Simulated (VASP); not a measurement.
# Bi (C2/m) in VASP: further runs

Runs on Bi. Level: PBE. Tasks: single point.

All numbers are computed with VASP 6.6.1; they aren't measurements. Logs are shortened: lines on timing, memory, paths and dates and some standing lists are left out, and cuts for length are marked.

### Step 1. The structure

Symmetry: C2/m, No. 12, monoclinic system. Conventional cell: a = 6.977 Å, b = 6.265 Å, c = 3.359 Å, α = 90.00°, β = 112.04°, γ = 90.00°. Around Bi (site symmetry m) lie 6 Bi at 3.21 to 3.45 Å.

This isn't the form of Bi at room conditions, which is rhombohedral.

### Step 2. Single point, PBE

File INCAR:

```
SYSTEM = Bi
ADDGRID = .False.
ALGO = Normal
EDIFF = 1E-6
ENCUT = 460
GGA = PE
ISIF = 2
ISMEAR = 1
LASPH = .True.
LCHARG = .False.
LREAL = .False.
LWAVE = .False.
NBANDS = 22
NELM = 100
PREC = Normal
SIGMA = 0.15
```

File KPOINTS:

```
k-points
0
Gamma
  4 4 6
  0 0 0
```

File POSCAR:

```
Bi
1.0
    3.4885980000     -3.1325780000      0.0000000000
    3.4885980000      3.1325780000      0.0000000000
   -1.2602350000      0.0000000000      3.1135500000
Bi
2
Direct
    0.7530610000      0.7530610000      0.8573820000
    0.2469390000      0.2469390000      0.1426180000
```

Potentials or basis: VASP PAW PBE potentials, release 64 (Bi_d).

Launch:

```sh
cat potpaw_PBE.64/Bi_d/POTCAR > POTCAR
mpirun -np 1 vasp_std > vasp.out
```

OUTCAR:

```text
SYSTEM = Bi
   EDIFF = 1E-6
   ENCUT = 460
   GGA = PE
   ISIF = 2
   ISMEAR = 1
   LASPH = .True.
   LREAL = .False.
   NELM = 100
   PREC = Normal

 Found     34 irreducible k-points:

 Following reciprocal coordinates:
            Coordinates               Weight
  0.000000  0.000000  0.000000      1.000000
  0.250000  0.000000 -0.000000      4.000000
  0.500000  0.000000 -0.000000      2.000000
  0.250000  0.250000 -0.000000      2.000000
  0.500000  0.250000  0.000000      4.000000
 -0.250000  0.250000  0.000000      2.000000
   k-points           NKPTS =     34   k-points in BZ     NKDIM =     34   number of bands    NBANDS=     22
   number of dos      NEDOS =    301   number of ions     NIONS =      2
   total plane-waves  NPLWV =  14112
   dimension x,y,z NGX =    28 NGY =   28 NGZ =   18
   dimension x,y,z NGXF=    56 NGYF=   56 NGZF=   36
   ions per type =               2
   NGX,Y,Z   is equivalent  to a cutoff of   9.93,  9.93,  8.91 a.u.
   NGXF,Y,Z  is equivalent  to a cutoff of  19.86, 19.86, 17.82 a.u.
 SYSTEM =  Bi
   PREC   = normal    normal or accurate (medium, high low for compatibility)
   ISTART =      0    job   : 0-new  1-cont  2-samecut
   ICHARG =      2    charge: 1-file 2-atom 10-const
   ISPIN  =      1    spin polarized calculation?
   LNONCOLLINEAR =      F non collinear calculations
   LSORBIT =      F    spin-orbit coupling
   LASPH  =      T    aspherical Exc in radial PAW
   ENCUT  =  460.0 eV  33.81 Ry    5.81 a.u.   8.20  8.20  5.87*2*pi/ulx,y,z
   NELM   =    100;   NELMIN=  2; NELMDL= -5     # of ELM steps
   EDIFF  = 0.1E-05   stopping-criterion for ELM
   LREAL  =      F    real-space projection
   EDIFFG = 0.1E-04   stopping-criterion for IOM
   NSW    =      0    number of steps for IOM
   IBRION =     -1    ionic relax: 0-MD 1-quasi-New 2-CG
   NFREE  =      0    steps in history (QN), initial steepest desc. (CG)
   ISIF   =      2    stress and relaxation
   ISYM   =      2    0-nonsym 1-usesym 2-fastsym
   POTIM  = 0.5000    time-step for ionic-motion
   TEBEG  =    0.0;   TEEND  =   0.0 temperature during run
   PSTRESS=    0.0 pullay stress
   NELECT =      30.0000    total number of electrons
   NUPDOWN=      -1.0000    fix difference up-down
   EMIN   =  10.00;   EMAX   =-10.00  energy-range for DOS
   EFERMI =   0.00;   METHOD = LEGACY
   ISMEAR =     1;   SIGMA  =   0.15  broadening in eV -4-tet -1-fermi 0-gaus
   EFERMI_NEDOS =   21; number of points for ismear=-14 and -15
   IALGO  =     38    algorithm
   IMIX   =      4    mixing-type and parameters
     AMIX     =   0.40;   BMIX     =  1.00
     AMIX_MAG =   1.60;   BMIX_MAG =  1.00
  volume/ion in A,a.u.               =      34.03       229.62
  Fermi-wavevector in a.u.,A,eV,Ry     =   1.245955  2.354514 21.121737  1.552404
  Thomas-Fermi vector in A             =   2.380154
   LORBIT       =      0    0 simple, 1 ext, 2 COOP (PROOUT), +10 PAW based schemes
   GGA     = PE    functional components
   LHFCALC =     F    Hartree Fock is set to
   AEXX    =    0.0000 exact exchange contribution
   IVDW    =     0    specifies the selected vdW correction
   LEPSILON=     F    determine dielectric tensor
   LRPA    =     F    only Hartree local field effects (RPA)
 non-spin polarized calculation
 Methfessel and Paxton  Order N= 1 SIGMA  =   0.15
  energy-cutoff  :      460.00
  volume of cell :       68.05
 maximum number of plane-waves:      1540
   NGX = 17   NGY = 17   NGZ = 11

 number of electron      29.9999994 magnetization

 Free energy of the ion-electron system (eV)
  ---------------------------------------------------
  ext. energy  EPLUGINS =         0.00000000
  ---------------------------------------------------
  free energy    TOTEN  =        -7.70379294 eV

  energy without entropy =       -7.70294795  energy(sigma->0) =       -7.70351128

 E-fermi :   6.7236     XC(G=0):  -9.7828

 val. band max:        6.7169516676   @ k =   0.0000   0.0000   0.3333
 cond. band min:       6.8039582316   @ k =   0.5000   0.5000   0.1667
 fundamental gap:      0.0870065641
 Fermi energy:         6.7236148591

 k-point     1 :       0.0000    0.0000    0.0000
  band No.  band energies     occupation
      1     -16.1974      2.00000
      2     -16.1836      2.00000
      3     -16.1402      2.00000
      4     -16.1004      2.00000
      5     -16.0312      2.00000
      6     -16.0050      2.00000
[... 14 lines left out ...]
     21      14.9967      0.00000
     22      15.4743      0.00000

 k-point     2 :       0.2500    0.0000   -0.0000
  band No.  band energies     occupation
      1     -16.1871      2.00000
      2     -16.1701      2.00000
      3     -16.1433      2.00000
      4     -16.0760      2.00000
      5     -16.0285      2.00000
      6     -16.0093      2.00000
[... 14 lines left out ...]
     21      15.6565      0.00000
     22      16.5666      0.00000

 k-point     3 :       0.5000    0.0000   -0.0000
  band No.  band energies     occupation
      1     -16.1899      2.00000
      2     -16.1668      2.00000
      3     -16.0979      2.00000
      4     -16.0533      2.00000
      5     -16.0328      2.00000
      6     -16.0051      2.00000
[... 14 lines left out ...]
     21      15.3759      0.00000
     22      15.8103      0.00000

 k-point     4 :       0.2500    0.2500   -0.0000
  band No.  band energies     occupation
      1     -16.1863      2.00000
      2     -16.1713      2.00000
      3     -16.1043      2.00000
      4     -16.0594      2.00000
      5     -16.0285      2.00000
      6     -16.0180      2.00000
[... 14 lines left out ...]
     21      15.6661      0.00000
     22      16.9362      0.00000

 k-point     5 :       0.5000    0.2500    0.0000
  band No.  band energies     occupation
      1     -16.1898      2.00000
      2     -16.1750      2.00000
      3     -16.0729      2.00000
      4     -16.0344      2.00000
      5     -16.0248      2.00000
      6     -16.0054      2.00000
[... 14 lines left out ...]
     21      15.9182      0.00000
     22      16.4163      0.00000

 k-point     6 :      -0.2500    0.2500    0.0000
  band No.  band energies     occupation
      1     -16.1914      2.00000
      2     -16.1685      2.00000
      3     -16.1343      2.00000
      4     -16.0552      2.00000
      5     -16.0149      2.00000
      6     -16.0059      2.00000
[... 14 lines left out ...]
     21      15.4172      0.00000
     22      15.4681      0.00000

 [... further k-points ...]
[... 5 lines left out ...]
  --------------------------------------------------------------------------------------
  -------------------------------------------------------------------------------------
  Total        0.4087113     -0.2743381     -0.2365868      0.0000000      0.0000000      0.0887101
  in kB        9.6225132     -6.4588933     -5.5700917      0.0000000      0.0000000      2.0885515
  external PRESSURE =      -0.8021573 kB  Pullay stress =       0.0000000 kB

 VOLUME and BASIS-vectors are now :
 -----------------------------------------------------------------------------
  energy-cutoff  :      460.00
  volume of cell :       68.05
      direct lattice vectors                 reciprocal lattice vectors
     3.488598000 -3.132578000  0.000000000     0.143324052 -0.159612945  0.058011590
     3.488598000  3.132578000  0.000000000     0.143324052  0.159612945  0.058011590
    -1.260235000  0.000000000  3.113550000     0.000000000  0.000000000  0.321176792

 POSITION                                       TOTAL-FORCE (eV/Angst)
 -----------------------------------------------------------------------------------
      4.17375      0.00000      2.66950         0.040748      0.000000      0.104173
      1.54321      0.00000      0.44405        -0.040748      0.000000     -0.104173
 -----------------------------------------------------------------------------------
    total drift:                                0.000000      0.000000      0.000000

  FREE ENERGIE OF THE ION-ELECTRON SYSTEM (eV)
  ---------------------------------------------------
  free  energy   TOTEN  =        -7.7037929369 eV

  energy  without entropy=       -7.7029479525  energy(sigma->0) =       -7.70351128
```

Wall time 9.3 s (1 thread of Intel Xeon 6975P-C (Granite Rapids), shared host); peak memory 0.15 GiB.

These settings aren't checked as converged: the numbers below hold their error.

Results:

```yaml
Free_energy: -7.7038 eV
Pressure: -0.1 GPa
Largest_force: 0.112 eV/Å
Band_gap_on_the_k_mesh: none (metal or under the smearing width)
```

Caveat: spin-orbit coupling is left out, which moves the levels of the heavy elements.

### Step 3. Single point, PBE

Changes to INCAR since step 2:

```diff
@@ -10,3 +10,3 @@
 LCHARG = .False.
-LREAL = .False.
+LREAL = Auto
 LWAVE = .False.
@@ -14,3 +14,3 @@
 NELM = 100
-PREC = Normal
+PREC = Accurate
 SIGMA = 0.15
```

KPOINTS is that of step 2.

POSCAR is that of step 2.

Potentials or basis: VASP PAW PBE potentials, release 64 (Bi_d).

Launch:

```sh
cat potpaw_PBE.64/Bi_d/POTCAR > POTCAR
mpirun -np 1 vasp_std > vasp.out
```

Wall time 26 s (1 thread of Intel Xeon 6975P-C (Granite Rapids), shared host); peak memory 0.17 GiB.

The run converged, but some of its settings lie outside the range that counts as converged, so its numbers aren't taken as properties of the crystal.

Results:

- Free energy: -7.7087 eV
- Pressure: -0.1 GPa
- Largest force: 0.100 eV/Å
- Band gap on the k mesh: none (metal or under the smearing width)

Caveat: spin-orbit coupling is left out, which moves the levels of the heavy elements.

### Step 4. Single point, PBE

Changes to INCAR since step 3:

```diff
@@ -3,3 +3,3 @@
 ALGO = Normal
-EDIFF = 1E-6
+EDIFF = 0.01
 ENCUT = 460
@@ -10,3 +10,3 @@
 LCHARG = .False.
-LREAL = Auto
+LREAL = .False.
 LWAVE = .False.
```

KPOINTS is that of step 3.

POSCAR is that of step 3.

Launch:

```sh
cat potpaw_PBE.64/Bi_d/POTCAR > POTCAR
mpirun -np 1 vasp_std > vasp.out
```

It took 9.8 s on 1 thread of Intel Xeon 6975P-C (Granite Rapids), shared host; peak memory 0.18 GiB.

These settings aren't checked as converged: the numbers below hold their error.

What came out:

| Property | Result |
| --- | --- |
| Free energy | -7.7023 eV |
| Pressure | -2.4 GPa |
| Largest force | 0.147 eV/Å |
| Band gap on the k mesh | none (metal or under the smearing width) |

Caveat: spin-orbit coupling is left out, which moves the levels of the heavy elements.

### Step 5. Single point, PBE

Changes to INCAR since step 4:

```diff
@@ -3,3 +3,3 @@
 ALGO = Normal
-EDIFF = 0.01
+EDIFF = 0.001
 ENCUT = 460
```

KPOINTS is that of step 4.

POSCAR is that of step 4.

Launch:

```sh
cat potpaw_PBE.64/Bi_d/POTCAR > POTCAR
mpirun -np 1 vasp_std > vasp.out
```

It took 11 s on 1 thread of Intel Xeon 6975P-C (Granite Rapids), shared host; peak memory 0.18 GiB.

These settings aren't checked as converged: the numbers below hold their error.

What came out:

| Property | Result |
| --- | --- |
| Free energy | -7.7037 eV |
| Pressure | -0.3 GPa |
| Largest force | 0.109 eV/Å |
| Band gap on the k mesh | none (metal or under the smearing width) |

Caveat: spin-orbit coupling is left out, which moves the levels of the heavy elements.
